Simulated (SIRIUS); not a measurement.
## Sc in SIRIUS: convergence with k mesh

Input of the first run (k mesh 3 × 3 × 3); the others differ in this setting and in those tied to it:

The input sirius.json:

```json
{
  "control": {
    "processing_unit": "cpu",
    "verbosity": 2,
    "num_bands_to_print": 12,
    "print_forces": true,
    "print_stress": true
  },
  "parameters": {
    "electronic_structure_method": "pseudopotential",
    "xc_functionals": ["XC_GGA_X_PBE_SOL", "XC_GGA_C_PBE_SOL"],
    "gk_cutoff": 6.4,
    "pw_cutoff": 20.0,
    "ngridk": [3, 3, 3],
    "shiftk": [0, 0, 0],
    "smearing": "cold",
    "smearing_width": 0.0018374661,
    "num_bands": 12,
    "num_mag_dims": 0,
    "num_dft_iter": 100,
    "energy_tol": 1e-08,
    "density_tol": 1e-06
  },
  "iterative_solver": {
    "type": "davidson",
    "min_tolerance": 1e-10
  },
  "mixer": {
    "type": "anderson",
    "beta": 0.7,
    "max_history": 8
  },
  "settings": {
    "tol_ne": 1e-10
  },
  "unit_cell": {
    "lattice_vectors": [
      [-3.622993292981, 3.622993292981, 3.245799260836],
      [3.622993292981, -3.622993292981, 3.245799260836],
      [3.622993292981, 3.622993292981, -3.245799260836]
    ],
    "atom_coordinate_units": "lattice",
    "atom_types": ["Sc"],
    "atom_files": {
      "Sc": "Sc.json"
    },
    "atoms": {
      "Sc": [
        [0.0, 0.0, 0.0]
      ]
    }
  }
}
```

Potentials or basis: GBRV 1.5 PBEsol (ultrasoft).

The run is started by

```bash
$ upf_to_json sc_pbesol_v1.uspp.F.UPF
$ OMP_NUM_THREADS=1 sirius.scf --input=sirius.json --output=out.json --task=0
```

This isn't the form of Sc at room conditions, which is hcp.

Hardware: 1 thread of Intel(R) Xeon(R) Platinum 8259CL CPU @ 2.50GHz (Skylake/Cascade Lake), with other jobs on the host.

Task: The values tried are 3 × 3 × 3, 5 × 5 × 5, 7 × 7 × 7, 9 × 9 × 9, 11 × 11 × 11, 13 × 13 × 13, 16 × 16 × 16, 20 × 20 × 20, loosest first. From which on does the energy stay within 1 meV/atom of the tightest run that finished?

Result: From 9 × 9 × 9 on.

| k mesh | energy less the tightest run (meV/atom) | pressure (GPa) | SCF cycles | CPU time (s) | peak memory (GiB) |
| --- | --- | --- | --- | --- | --- |
| 3 × 3 × 3 | 117.91 | -3.49 | 16 | 7.7 | 0.17 |
| 5 × 5 × 5 | 19.29 | -3.10 | 21 | 11 | 0.18 |
| 7 × 7 × 7 | -1.17 | -3.15 | 15 | 14 | 0.2 |
| 9 × 9 × 9 | 0.17 | -2.86 | 12 | 19 | 0.24 |
| 11 × 11 × 11 | -0.25 | -3.07 | 14 | 31 | 0.29 |
| 13 × 13 × 13 | -0.05 | -3.10 | 14 | 45 | 0.36 |
| 16 × 16 × 16 | -0.45 | -3.07 | 15 | 79 | 0.53 |
| 20 × 20 × 20 | 0.00 | -3.06 | 15 | 140 | 0.83 |

Against the tightest run, the pressure stays within 0.1 GPa from 11 × 11 × 11 on. Meshes of other sizes hit other points, so gaps and Fermi surfaces needn't settle smoothly. The tightest run that finished is the yardstick and may itself not be fully converged.
